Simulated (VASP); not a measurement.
Set up this calculation in VASP 6.6.1, as the native input.

```
Task                   : dielectric tensor
Functional             : PBE
Potentials or basis    : VASP PAW PBE potentials, release 64 (Mo_sv, Se)
Cutoff                 : 600 eV
k mesh                 : 12 × 12 × 3
Occupations            : gaussian, width 0.03 eV
Spin                   : no spin polarisation
Monkhorst-Pack mesh    : no
Further INCAR settings : ALGO = Normal; EDIFF = 1e-08
```

The structure of MoSe2 lies in POSCAR:

```
MoSe2                                   
1.0
    3.3219358040      0.0000000000      0.0000000000
   -1.6609679019      2.8768807959     -0.0000000000
    0.0000000000      0.0000000000     14.8701710113
  Mo              Se            
     2     4
Direct
     0.3333333332999970    0.6666666667000030    0.2500000000000000
     0.6666666667000030    0.3333333332999970    0.7500000000000000
     0.3333333332999970    0.6666666667000030    0.6376668180544625
     0.6666666667000030    0.3333333332999970    0.1376668180544695
     0.3333333332999970    0.6666666667000030    0.8623331819455375
     0.6666666667000030    0.3333333332999970    0.3623331819455304
```

These files were run (other wordings do the same):

INCAR

```
PREC = Accurate
ENCUT = 600
EDIFF = 1E-8
ISMEAR = 0
SIGMA = 0.03
LREAL = F
LASPH = T
NELM = 80
ALGO = Normal
ISIF = 2
LWAVE = F
LCHARG = F
GGA = PE
LEPSILON = T
KPAR = 2
```

KPOINTS

```
regular mesh
0
Gamma
  12 12 3
```

Potentials or basis: VASP PAW PBE potentials, release 64 (Mo_sv, Se).

The run is started by

```console
$ cat potpaw_PBE.64/Mo_sv/POTCAR potpaw_PBE.64/Se/POTCAR > POTCAR
$ mpirun -np 2 vasp_std > vasp.out
```

Results of the run:

- Band gap on the k mesh: 1.40 eV, indirect (least direct gap 1.42 eV)
- Electronic dielectric tensor (diagonal): 14.70, 14.70, 4.27
- Born charges (mean of the diagonal): Mo -1.32; Se +0.66 e

Caveat: an odd mesh through Γ misses points on the zone boundary, where band edges often lie.

It took 29 min on 2 MPI ranks on Intel(R) Xeon(R) 6975P-C (Granite Rapids), on a shared host, peak memory 1.1 GiB a rank.
